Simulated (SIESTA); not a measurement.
Runs of SIESTA 5.4.2 on La2O3. It takes space group P-3m1 (No. 164, trigonal). The conventional cell has a = 3.931 Å, b = 3.931 Å, c = 6.112 Å, α = 90.00°, β = 90.00°, γ = 120.00°. La (site symmetry 3m) is surrounded by 4 O at 2.36 to 2.44 Å. Around O (site symmetry -3m) lie 6 La at 2.72 Å. O (site symmetry 3m) has 4 La at 2.36 to 2.44 Å as nearest neighbours. The cell is a database's computed one.

| task | level | potentials or basis | k mesh | gap on the mesh (eV) | pressure (GPa) | V0 of scaled cells (Å³/atom) | B0 (GPa) | largest force (eV/Å) |
| --- | --- | --- | --- | --- | --- | --- | --- | --- |
| equation of state | LDA | PseudoDojo 0.4 standard (PBE and LDA files), DZP (energy shift 0.003 Ry; two zetas on semicore shells) | 6 × 6 × 4 | - | - | 16.45 | (a) | - |
| band structure | BLYP | PseudoDojo 0.4 standard (PBE files), DZP (energy shift 0.003 Ry; two zetas on semicore shells) | 8 × 8 × 5 | 3.91 | 14.1 | - | - | 0.51 |
| equation of state | PBEsol | PseudoDojo 0.4 standard (PBEsol files), DZP (energy shift 0.003 Ry; two zetas on semicore shells) | 8 × 8 × 5 | - | - | (d) | 138 | - |
| band structure | AM05 | PseudoDojo 0.4 standard (PBEsol files), DZP (energy shift 0.003 Ry; two zetas on semicore shells) | 8 × 8 × 5 | 3.80 | 4.5 | - | - | (b) |
| band structure | LDA | PseudoDojo 0.4 standard (PBE and LDA files), DZP (energy shift 0.003 Ry; two zetas on semicore shells) | 8 × 8 × 5 | (c) | 0.8 | - | - | 0.22 |
| single point | PBEsol | PseudoDojo 0.4 standard (PBEsol files), DZP (energy shift 0.003 Ry; two zetas on semicore shells) | 8 × 8 × 5 | 3.72 | 3.8 | - | - | 0.28 |
| band structure | vdW-DF-cx | PseudoDojo 0.4 standard (PBE files), DZP (energy shift 0.003 Ry; two zetas on semicore shells) | 8 × 8 × 5 | 3.75 | 4.8 | - | - | 0.38 |

Alike in all rows: no spin polarisation; cell as given; smearing fermi-dirac 0.05 eV; grid cutoff 800 Ry; energy shift 0.003 Ry.

**Question.** Estimate the missing entries.

**Answer.** (a) 147; (b) 0.25; (c) 3.68; (d) 16.79.

Caveats: the basis of atomic orbitals isn't converged, which shifts pressures, moduli and gaps; the potentials were made for another functional, which shifts forces and pressure (some runs); spin-orbit coupling is left out, which moves the levels of the heavy elements (some runs); the mesh misses the band edges, which the band path finds closer together (some runs); the cell was scaled at fixed shape and fractional positions, which overstates the stiffness of a crystal with free parameters, most of all of layers and chains (some runs); an odd mesh through Γ misses points on the zone boundary, where band edges often lie (some runs).

A k mesh can miss the band edges, and the runs leave out spin-orbit coupling on La.

Not every run made on this cell is shown here.
